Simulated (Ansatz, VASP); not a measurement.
## CdS (e600): VASP beside Ansatz

The input INCAR:

```
  PREC = Accurate
  ENCUT = 600
  EDIFF = 1E-7
  ISMEAR = 0
  SIGMA = 0.02
  LREAL = F
  LASPH = T
  NELM = 100
  ALGO = Normal
  ISIF = 3
  LWAVE = F
  LCHARG = F
  GGA = PE
  IBRION = 2
  NSW = 100
  EDIFFG = -0.002
```

KPOINTS

```
regular mesh
0
Gamma
  9 9 4
```

The input POSCAR:

```
CdS
1.0
    4.1500000000      0.0000000000      0.0000000000
   -2.0750000000      3.5940054257      0.0000000000
    0.0000000000      0.0000000000      6.7370000000
Cd S
2 2
Direct
    0.3333333333      0.6666666667      0.0000000000
    0.6666666667      0.3333333333      0.5000000000
    0.3333333333      0.6666666667      0.3750000000
    0.6666666667      0.3333333333      0.8750000000
```

Input for Ansatz:

```yaml
crystal:
  lattice:
    - [4.15, 0.0, 0.0]
    - [-2.075, 3.5940054257, 0.0]
    - [0.0, 0.0, 6.737]
  atoms:
    - { symbol: Cd, position: [0.3333333333, 0.6666666667, 0.0] }
    - { symbol: Cd, position: [0.6666666667, 0.3333333333, 0.5] }
    - { symbol: S, position: [0.3333333333, 0.6666666667, 0.375] }
    - { symbol: S, position: [0.6666666667, 0.3333333333, 0.875] }
basis:
  ecutwfc: 600.0
kpoints:
  mp_grid: { grid: [9, 9, 4] }
hamiltonian:
  xc: pbe
scf:
  occupations: { method: gaussian, width: 0.02 }
output:
  forces: true
  stress: true
  eigenvalues: true
relax:
  adjacent_minimum: "off"
  f_tol: 0.002
  max_steps: 80
  cell: { stress_tol: 0.02 }
```

Alike in both runs: task relaxation of cell and atoms; functional PBE; k mesh 9 × 9 × 4; occupations gaussian, width 0.02 eV; no spin polarisation.

|  | VASP | Ansatz |
| --- | --- | --- |
| version | VASP 6.6.1 | Ansatz 0.2.0 |
| potentials or method | VASP PAW PBE potentials, release 64 (Cd, S) | scalar-relativistic, plane waves, PAW |
| plane-wave cutoff (eV) | 600 | 600 |
| valence electrons in the cell | 36 | 52 |

```tsv
	VASP	Ansatz	Ansatz less VASP
gap on the k mesh at the Fermi level, each at its own relaxed structure (eV)	1.10	1.11	+0.012
relaxed volume (Å³/atom)	26.17	26.04	-0.132
relaxed cell length with the largest relative difference (Å)	6.842	6.829	-0.0133
energy change over the relaxation (meV/atom)	-8	-6	+1.7
```

The two sets of potentials don't hold the same shells in valence.

PBE usually gives volumes a little too large and moduli too small. Zero-point motion and thermal expansion aren't in these numbers.
